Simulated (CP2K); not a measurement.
Runs of CP2K 2026.2 on InAs. It takes space group F-43m (No. 216, cubic). The conventional cell has a = 6.036 Å, b = 6.036 Å, c = 6.036 Å, α = 90.00°, β = 90.00°, γ = 90.00°. In (site symmetry -43m) has 4 As at 2.61 Å as nearest neighbours. Around As (site symmetry -43m) lie 4 In at 2.61 Å. 

```tsv
task	level	potentials or basis	smearing	EPS_DEFAULT	NGRIDS	points a segment of the path (NPOINTS)	bands added on the path	gap on the mesh (eV)	pressure (GPa)
band structure	PBE	POTENTIAL_UZH In GTH-PBE-q13, As GTH-PBE-q5; TZVP-MOLOPT-PBE-GTH basis	fermi-dirac 0.05 eV	1.0E-9	4	10	4	none	4.8
band structure	LDA	GTH_POTENTIALS In GTH-PADE-q13, As GTH-PADE-q5; TZVP-MOLOPT-PBE-GTH basis	fermi-dirac 0.0259 eV	1.0E-9	4	6	6	none	(a)
band structure	PBE	POTENTIAL_UZH In GTH-PBE-q13, As GTH-PBE-q5; TZVP-MOLOPT-PBE-GTH basis	fermi-dirac 0.1 eV	1.0E-9	5	10	2	none	4.8
single point	PBE	POTENTIAL_UZH In GTH-PBE-q13, As GTH-PBE-q5; TZVP-MOLOPT-PBE-GTH basis	fermi-dirac 0.05 eV	1.0E-10	4	-	-	none	4.8
band structure	PBEsol	POTENTIAL_UZH In GTH-PBE-q13, As GTH-PBE-q5; TZVP-MOLOPT-PBE-GTH basis	fermi-dirac 0.1 eV	1.0E-10	5	10	2	none	2.9
```

Alike in all rows: no spin polarisation; cell as given; k mesh 8 × 8 × 8.

**Question.** Estimate the missing entries.

**Answer.** (a) 0.0.

Caveats: the basis of atomic orbitals isn't converged, which shifts pressures, moduli and gaps; the potentials were made for another functional, which shifts forces and pressure (some runs).

A k mesh can miss the band edges, and the runs leave out spin-orbit coupling on As, In.

A gap of «none» marks a metal or a gap under the smearing width.

Not every run made on this cell is shown here.
